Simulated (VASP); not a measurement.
## InAs in VASP: convergence with k mesh

Input of the first run (k mesh 2 × 2 × 2); the others differ in this setting and in those tied to it:

The input INCAR:

```
ALGO     = Normal         # electronic algorithm
EDIFF    = 1E-6           # SCF threshold, eV
ENCUT    = 520            # plane-wave cutoff, eV
GGA      = PS             # functional
ISIF     = 2              # what is computed and relaxed
ISMEAR   = 0              # smearing method
LASPH    = T              # aspherical terms in the spheres
LCHARG   = F              # write CHGCAR
LREAL    = F              # projectors in reciprocal space
LWAVE    = F              # write WAVECAR
NBANDS   = 16             # bands
NELM     = 60             # most SCF steps
PREC     = Accurate       # precision mode
SIGMA    = 0.02           # smearing width, eV
```

Contents of KPOINTS:

```
k-points
0
Gamma
  2 2 2
```

The input POSCAR:

```
InAs
1.0
    0.0000000000      3.0180000000      3.0180000000
    3.0180000000      0.0000000000      3.0180000000
    3.0180000000      3.0180000000      0.0000000000
In As
1 1
Direct
    0.0000000000      0.0000000000      0.0000000000
    0.7500000000      0.7500000000      0.7500000000
```

Potentials or basis: VASP PAW PBE potentials, release 64 (In_d, As).

Command:

```bash
$ cat potpaw_PBE.64/In_d/POTCAR potpaw_PBE.64/As/POTCAR > POTCAR
$ mpirun -np 1 vasp_std > vasp.out
```

Hardware: 1 thread of Intel(R) Xeon(R) 6975P-C (Granite Rapids), on a shared host.

Q: The values tried are 2 × 2 × 2, 3 × 3 × 3, 4 × 4 × 4, 5 × 5 × 5, 6 × 6 × 6, 7 × 7 × 7, 9 × 9 × 9, 11 × 11 × 11, 13 × 13 × 13, loosest first. From which on does the pressure stay within 0.1 GPa of the tightest run that finished?

A: From 6 × 6 × 6 on.

| k mesh | energy less the tightest run, at zero smearing (meV/atom) | pressure (GPa) | SCF cycles | CPU time (s) | peak memory (GiB) |
| --- | --- | --- | --- | --- | --- |
| 2 × 2 × 2 | 1006.53 | 9.31 | 12 | 2.6 | 0.17 |
| 3 × 3 × 3 | 239.38 | 3.45 | 12 | 2.9 | 0.17 |
| 4 × 4 × 4 | 72.65 | 2.17 | 12 | 3.9 | 0.17 |
| 5 × 5 × 5 | 25.75 | 1.79 | 12 | 4.9 | 0.17 |
| 6 × 6 × 6 | 10.26 | 1.67 | 12 | 5.7 | 0.18 |
| 7 × 7 × 7 | 4.47 | 1.62 | 12 | 6.4 | 0.18 |
| 9 × 9 × 9 | 1.00 | 1.59 | 12 | 10 | 0.18 |
| 11 × 11 × 11 | 0.22 | 1.59 | 12 | 15 | 0.2 |
| 13 × 13 × 13 | 0.00 | 1.59 | 12 | 26 | 0.22 |

Against the tightest run, the energy stays within 1 meV/atom from 11 × 11 × 11 on. Meshes of other sizes hit other points, so gaps and Fermi surfaces needn't settle smoothly. The tightest run that finished is the yardstick and may itself not be fully converged.

Caveat, for the tightest run too: the PAW data sets were made with another functional, which shifts forces and pressure a little.
